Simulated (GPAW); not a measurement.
# BP (F-43m) in GPAW: a series of runs, part 2 of 2

GPAW 26.7.0. Earlier steps stand in the parts before.

## (3) Gruneisen, r2SCAN+D4

File run.py:

```python
import json
import numpy as np
from ase import Atoms
from ase.calculators.mixing import SumCalculator
from ase.constraints import FixSymmetry
from ase.filters import FrechetCellFilter
from ase.io import read, write
from ase.optimize import BFGS
from dftd4.ase import DFTD4
from phonopy import Phonopy
from phonopy.structure.atoms import PhonopyAtoms
from gpaw import GPAW, PW

atoms = read('POSCAR')

calc = GPAW(mode=PW(680),
            xc='MGGA_X_R2SCAN+MGGA_C_R2SCAN',
            kpts={'size': (7, 7, 7), 'gamma': True},
            occupations={'name': 'fermi-dirac', 'width': 0.05},
            nbands=11,
            convergence={'density': 1e-06, 'eigenstates': 1e-09},
            maxiter=80,
            txt='gpaw.txt')
atoms.calc = SumCalculator([calc, DFTD4(method='r2scan')])
atoms.set_constraint(FixSymmetry(atoms))
BFGS(FrechetCellFilter(atoms), trajectory='relax.traj', logfile='-').run(fmax=0.005, steps=40)
atoms.set_constraint()
energy = atoms.get_potential_energy()
forces = atoms.get_forces()
stress = atoms.get_stress()
calc.write('gs.gpw')
write('result.traj', atoms)
print('Cell:', atoms.cell.cellpar().round(4))
print(atoms.get_scaled_positions().round(5))

def force_constants(scale):
    unit = PhonopyAtoms(symbols=atoms.get_chemical_symbols(), cell=atoms.cell[:] * scale**(1 / 3),
                        scaled_positions=atoms.get_scaled_positions())
    ph = Phonopy(unit, supercell_matrix=np.diag([1, 1, 1]), primitive_matrix=np.eye(3), symprec=1e-4)
    ph.generate_displacements(distance=0.01)
    forces = []
    for i, sc in enumerate(ph.supercells_with_displacements):
        a = Atoms(sc.symbols, cell=sc.cell, scaled_positions=sc.scaled_positions, pbc=True)
        c = GPAW(mode=PW(680),
                 xc='MGGA_X_R2SCAN+MGGA_C_R2SCAN',
                 kpts={'size': (7, 7, 7), 'gamma': True},
                 occupations={'name': 'fermi-dirac', 'width': 0.05},
                 nbands=11,
                 convergence={'density': 1e-06, 'eigenstates': 1e-09},
                 maxiter=80,
                 txt=f'disp-{scale:.3f}-{i:02d}.txt')
        a.calc = SumCalculator([c, DFTD4(method='r2scan')])
        f = a.get_forces()
        forces.append(f - f.mean(axis=0))
        print(f'displacement {i}: drift', f.mean(axis=0).round(5), flush=True)
    ph.forces = forces
    ph.produce_force_constants()
    ph.symmetrize_force_constants()
    return ph

qpoints = [[0.0, 0.0, 0.0]]
results = {}
for scale in [0.99, 1.0, 1.01]:
    ph = force_constants(scale)
    ph.run_qpoints(qpoints)
    nu = ph.qpoints.frequencies * 33.35641  # THz to cm^-1
    results[f'{scale:.3f}'] = nu.tolist()
    for qp, f in zip(qpoints, nu):
        print(scale, np.round(qp, 4), f.round(2))

lo, mid, hi = (np.array(results[x]) for x in ('0.990', '1.000', '1.010'))
gamma = np.where(abs(mid) > 5, -(hi - lo) / (np.log(1.01 / 0.99) * np.where(abs(mid) > 5, mid, 1)), 0)
results['gamma'] = gamma.tolist()
print('Mode Grueneisen parameters:')
print(gamma.round(3))
json.dump(results, open('phonons.json', 'w'))
```

File POSCAR:

```
BP
1.0
    0.0000000000      2.2690000000      2.2690000000
    2.2690000000      0.0000000000      2.2690000000
    2.2690000000      2.2690000000      0.0000000000
P B
1 1
Direct
    0.7500000000      0.7500000000      0.7500000000
    0.0000000000      0.0000000000      0.0000000000
```

Potentials or basis: GPAW PAW data sets (gpaw-data 1.2.1), pw.

Launch:

```sh
> OMP_NUM_THREADS=1 python run.py
```

gpaw.txt:

```text
__  _  _
 | _ |_)|_||  |
 |__||  | ||/\| - 26.7.0

Input parameters:
  mode=PW(ecut=680.0),
  convergence={'density': 1e-06, 'eigenstates': 1e-09},
  kpts=MonkhorstPack(size=(7, 7, 7), gamma=True),
  maxiter=80,
  nbands=11,
  occupations=Occupations(name='fermi-dirac', width=0.05),
  xc=XC(name='MGGA_X_R2SCAN+MGGA_C_R2SCAN')

Diagonalizing LCAO Hamiltonian
Converting LCAO to pw mode

                  P

       B

Atoms  # Å, Bohr magnetons
|   | symbol |        x |        y |        z |    initial magnetic moments |
|---|--------|----------|----------|----------|-----------------------------|
| 0 |      P | 3.403500 | 3.403500 | 3.403500 | ( 0.0000,  0.0000,  0.0000) |
| 1 |      B | 0.000000 | 0.000000 | 0.000000 | ( 0.0000,  0.0000,  0.0000) |

Unit cell  # Å
| periodic |        x |        y |        z |  lengths |    angles |
|----------|----------|----------|----------|----------|-----------|
|      yes | 0.000000 | 2.269000 | 2.269000 | 3.208851 | 60.000000 |
|      yes | 2.269000 | 0.000000 | 2.269000 | 3.208851 | 60.000000 |
|      yes | 2.269000 | 2.269000 | 0.000000 | 3.208851 | 60.000000 |

Number of symmetries: 24
Symmetry operations  # r_c * U_cc + t_c -> r_c
|    | kind |            matrix            |
|----|------|------------------------------|
|  0 |  E   |  1, 0, 0,  0, 1, 0,  0, 0, 1 |
|  1 |  σ   |  1, 0, 0,  0, 0, 1,  0, 1, 0 |
|  2 |  σ   |  1, 0,-1,  0, 1,-1,  0, 0,-1 |
|  3 |  C3  |  1, 0,-1,  0, 0,-1,  0, 1,-1 |
|  4 |  C3  |  1,-1, 0,  0,-1, 1,  0,-1, 0 |
|  5 |  σ   |  1,-1, 0,  0,-1, 0,  0,-1, 1 |
|  6 |  σ   |  0, 1, 0,  1, 0, 0,  0, 0, 1 |
|  7 |  C3  |  0, 1, 0,  0, 0, 1,  1, 0, 0 |
|  8 |  C2  |  0, 1,-1,  1, 0,-1,  0, 0,-1 |
[... 146 lines left out ...]
SCF iterations
|iter     | |      energy | eigst |  dens |
|---------|-|-------------|-------|-------|
|iter:   1| |  -18.822360 | +0.10 |       |
|iter:   2| |  -17.375865 | -1.44 | -0.73 |
|iter:   3| |  -17.156269 | -1.77 | -0.77 |
|iter:   4| |  -17.116086 | -2.21 | -1.23 |
|iter:   5| |  -17.117044 | -3.41 | -1.98 |
|iter:   6| |  -17.117171c| -4.55 | -2.61 |
|iter:   7| |  -17.117204c| -5.18 | -3.02 |
|iter:   8| |  -17.117204c| -6.92 | -4.04 |
|iter:   9| |  -17.117204c| -7.98 | -4.64 |
|iter:  10| |  -17.117204c| -9.48c| -5.37 |
|iter:  11| |  -17.117204c| -9.93c| -6.16c|

Converged in 11 steps
Energy contributions relative to reference atoms: (reference = -9972.403226)

Energy contributions:
  Kinetic:           9.786900
  Coulomb:          -8.163240
  Zero:             -0.048468
  External:          0.000000
  Xc:              -18.692396
  Entropy:          -0.000000
  Spinorbit:         0.000000
  ----------------------------
  Free energy:     -17.117204
  Extrapolated:    -17.117204
[... 26 lines left out ...]
Stress tensor  # eV/Ang^3
|         x |         y |         z |
|-----------|-----------|-----------|
| -0.000655 | -0.000000 | -0.000000 |
| -0.000000 | -0.000655 |  0.000000 |
| -0.000000 |  0.000000 | -0.000655 |

Forces  # eV/Ang
|        x |       y |        z |
|----------|---------|----------|
|  0.00000 | 0.00000 |  0.00000 |  # P    0
| -0.00000 | 0.00000 | -0.00000 |  # B    1

Interpolating wave functions to new cell

                  P

       B

Atoms  # Å, Bohr magnetons
|   | symbol |        x |        y |        z |    initial magnetic moments |
|---|--------|----------|----------|----------|-----------------------------|
| 0 |      P | 3.400536 | 3.400536 | 3.400536 | ( 0.0000,  0.0000,  0.0000) |
| 1 |      B | 0.000000 | 0.000000 | 0.000000 | ( 0.0000,  0.0000,  0.0000) |

Unit cell  # Å
| periodic |         x |        y |        z |  lengths |    angles |
|----------|-----------|----------|----------|----------|-----------|
|      yes | -0.000000 | 2.267024 | 2.267024 | 3.206056 | 60.000000 |
|      yes |  2.267024 | 0.000000 | 2.267024 | 3.206056 | 60.000000 |
|      yes |  2.267024 | 2.267024 | 0.000000 | 3.206056 | 60.000000 |

Number of symmetries: 24
Symmetry operations  # r_c * U_cc + t_c -> r_c
|    | kind |            matrix            |
|----|------|------------------------------|
|  0 |  E   |  1, 0, 0,  0, 1, 0,  0, 0, 1 |
|  1 |  σ   |  1, 0, 0,  0, 0, 1,  0, 1, 0 |
|  2 |  σ   |  1, 0,-1,  0, 1,-1,  0, 0,-1 |
|  3 |  C3  |  1, 0,-1,  0, 0,-1,  0, 1,-1 |
|  4 |  C3  |  1,-1, 0,  0,-1, 1,  0,-1, 0 |
|  5 |  σ   |  1,-1, 0,  0,-1, 0,  0,-1, 1 |
|  6 |  σ   |  0, 1, 0,  1, 0, 0,  0, 0, 1 |
|  7 |  C3  |  0, 1, 0,  0, 0, 1,  1, 0, 0 |
|  8 |  C2  |  0, 1,-1,  1, 0,-1,  0, 0,-1 |
[... 147 lines left out ...]
|iter     | |      energy | eigst |  dens |
|---------|-|-------------|-------|-------|
|iter:   1| |  -19.450642 | -0.87 |       |
|iter:   2| |  -17.116753 | -1.19 | -2.00 |
|iter:   3| |  -17.117007 | -3.54 | -2.95 |
|iter:   4| |  -17.117008c| -5.07 | -2.98 |
|iter:   5| |  -17.117012c| -6.06 | -3.14 |
|iter:   6| |  -17.117017c| -6.36 | -3.37 |
|iter:   7| |  -17.117018c| -6.84 | -3.54 |
|iter:   8| |  -17.117019c| -7.84 | -3.75 |
|iter:   9| |  -17.117019c| -8.05 | -3.83 |
|iter:  10| |  -17.117019c| -8.89 | -3.90 |
|iter:  11| |  -17.117019c| -9.37c| -3.94 |
|iter:  12| |  -17.117019c| -7.90 | -3.99 |
|iter:  13| |  -17.117019c| -9.06c| -4.41 |
|iter:  14| |  -17.117019c|-10.12c| -5.49 |
|iter:  15| |  -17.117019c| -9.44c| -6.01c|

Converged in 15 steps
Energy contributions relative to reference atoms: (reference = -9972.403226)

Energy contributions:
  Kinetic:          10.013228
  Coulomb:          -8.335520
  Zero:             -0.048706
  External:          0.000000
  Xc:              -18.746022
  Entropy:          -0.000000
  Spinorbit:         0.000000
  ----------------------------
  Free energy:     -17.117019
  Extrapolated:    -17.117019
[... 26 lines left out ...]
Stress tensor  # eV/Ang^3
|         x |         y |         z |
|-----------|-----------|-----------|
| -0.003448 |  0.000000 |  0.000000 |
|  0.000000 | -0.003448 | -0.000000 |
|  0.000000 | -0.000000 | -0.003448 |

Forces  # eV/Ang
|        x |        y |        z |
|----------|----------|----------|
| -0.00000 |  0.00000 |  0.00000 |  # P    0
| -0.00000 | -0.00000 | -0.00000 |  # B    1

Interpolating wave functions to new cell

                  P

       B

Atoms  # Å, Bohr magnetons
|   | symbol |        x |        y |        z |    initial magnetic moments |
|---|--------|----------|----------|----------|-----------------------------|
| 0 |      P | 3.392254 | 3.392254 | 3.392254 | ( 0.0000,  0.0000,  0.0000) |
| 1 |      B | 0.000000 | 0.000000 | 0.000000 | ( 0.0000,  0.0000,  0.0000) |

Unit cell  # Å
| periodic |         x |        y |        z |  lengths |    angles |
|----------|-----------|----------|----------|----------|-----------|
|      yes | -0.000000 | 2.261503 | 2.261503 | 3.198248 | 60.000000 |
|      yes |  2.261503 | 0.000000 | 2.261503 | 3.198248 | 60.000000 |
|      yes |  2.261503 | 2.261503 | 0.000000 | 3.198248 | 60.000000 |

Number of symmetries: 24
Symmetry operations  # r_c * U_cc + t_c -> r_c
|    | kind |            matrix            |
|----|------|------------------------------|
|  0 |  E   |  1, 0, 0,  0, 1, 0,  0, 0, 1 |
|  1 |  σ   |  1, 0, 0,  0, 0, 1,  0, 1, 0 |
|  2 |  σ   |  1, 0,-1,  0, 1,-1,  0, 0,-1 |
|  3 |  C3  |  1, 0,-1,  0, 0,-1,  0, 1,-1 |
|  4 |  C3  |  1,-1, 0,  0,-1, 1,  0,-1, 0 |
|  5 |  σ   |  1,-1, 0,  0,-1, 0,  0,-1, 1 |
|  6 |  σ   |  0, 1, 0,  1, 0, 0,  0, 0, 1 |
|  7 |  C3  |  0, 1, 0,  0, 0, 1,  1, 0, 0 |
|  8 |  C2  |  0, 1,-1,  1, 0,-1,  0, 0,-1 |
[... 149 lines left out ...]
|iter:   1| |  -19.460056 | -0.86 |       |
|iter:   2| |  -17.115501 | -1.19 | -1.96 |
|iter:   3| |  -17.115712 | -3.53 | -2.49 |
|iter:   4| |  -17.115615c| -4.71 | -2.53 |
|iter:   5| |  -17.115609c| -5.07 | -2.79 |
|iter:   6| |  -17.115606c| -6.27 | -3.15 |
|iter:   7| |  -17.115608c| -6.20 | -3.32 |
|iter:   8| |  -17.115608c| -7.92 | -3.52 |
|iter:   9| |  -17.115609c| -7.69 | -3.54 |
|iter:  10| |  -17.115609c| -9.05c| -3.60 |
|iter:  11| |  -17.115610c| -7.75 | -3.63 |
|iter:  12| |  -17.115610c| -7.72 | -3.84 |
|iter:  13| |  -17.115610c| -8.53 | -4.25 |
|iter:  14| |  -17.115610c| -9.36c| -5.46 |
|iter:  15| |  -17.115610c| -9.98c| -5.97 |
|iter:  16| |  -17.115610c|-10.26c| -6.47c|

Converged in 16 steps
Energy contributions relative to reference atoms: (reference = -9972.403226)

Energy contributions:
  Kinetic:          10.650615
  Coulomb:          -8.820323
  Zero:             -0.049320
  External:          0.000000
  Xc:              -18.896582
  Entropy:          -0.000000
  Spinorbit:         0.000000
  ----------------------------
  Free energy:     -17.115610
  Extrapolated:    -17.115610
[... 26 lines left out ...]
Stress tensor  # eV/Ang^3
|         x |         y |         z |
|-----------|-----------|-----------|
| -0.011409 |  0.000000 | -0.000000 |
|  0.000000 | -0.011409 | -0.000000 |
| -0.000000 | -0.000000 | -0.011409 |

Forces  # eV/Ang
|        x |        y |        z |
|----------|----------|----------|
| -0.00000 | -0.00000 |  0.00000 |  # P    0
| -0.00000 | -0.00000 | -0.00000 |  # B    1

# Writing to gs.gpw (mode='')
```

Run time: 4.8 min. Hardware: 1 thread of Arm Neoverse V2, shared host; peak memory 0.58 GiB.

What came out:

- Free energy: -17.3849 eV
- Relaxed volume: 11.57 Å³/atom
- Relaxed cell: a = 3.198 Å, b = 3.198 Å, c = 3.198 Å, α = 60.00°, β = 60.00°, γ = 60.00°
- Space group after relaxing (to 0.05 Å): F-43m (No. 216)
- Pressure after relaxing: 0.0 GPa
- Band gap on the k mesh: 1.41 eV, indirect (least direct gap 3.61 eV)
- Highest phonon frequency at Γ, LO-TO splitting left out: 829 cm⁻¹
- Dispersion energy per atom: -0.135 eV

Final structure:
```
CELL_PARAMETERS angstrom
0.00000 2.26150 2.26150
2.26150 0.00000 2.26150
2.26150 2.26150 0.00000
ATOMIC_POSITIONS crystal
P 0.75000 0.75000 0.75000
B 0.00000 0.00000 0.00000
```

Phonon frequencies in cm⁻¹ (negative: imaginary):
```tsv
q point	frequencies
(0.000, 0.000, 0.000)	0 0 0 829 829 829
```

Mode Grüneisen parameters of phonons at Γ, in order of frequency: 1.00, 1.00, 1.00

Caveat: the cutoff is short for stress and forces, so pressures can be off by a GPa or more; the density grid can change from cell to cell, which puts small steps into energies and stress; the LO-TO splitting is left out; the PAW data sets were made with another functional, which shifts forces and pressure a little; an odd mesh through Γ misses points on the zone boundary, where band edges often lie.
